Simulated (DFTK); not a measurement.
The system is Bi.

```xyz
1
Lattice="-1.9814 1.9814 1.9814 1.9814 -1.9814 1.9814 1.9814 1.9814 -1.9814" Properties=species:S:1:pos:R:3 pbc="T T T"
Bi    0.0000    0.0000    0.0000
```

This isn't the form of Bi at room conditions, which is rhombohedral.

Base run:

```yaml
Program: DFTK 0.8.2
Functional: TASK
Potentials_or_basis: in-house norm-conserving set (r2SCAN, scalar relativistic)
Cutoff: 1007 eV
k_mesh: 8 × 8 × 8
Occupations: fermi-dirac, width 0.05 eV
Spin: no spin polarisation
```

Its results: band gap on the k mesh none (metal or under the smearing width); pressure 3.7 GPa.

Q: The run is repeated on the same cell with these changes: functional from TASK to r2SCAN. What comes out?

A: Band gap on the k mesh none (metal or under the smearing width); pressure -0.2 GPa.

Caveats: spin-orbit coupling is left out, which moves the levels of the heavy elements; the potentials were made for another functional, which shifts forces and pressure (some runs).

Not every run made on this cell is shown here.
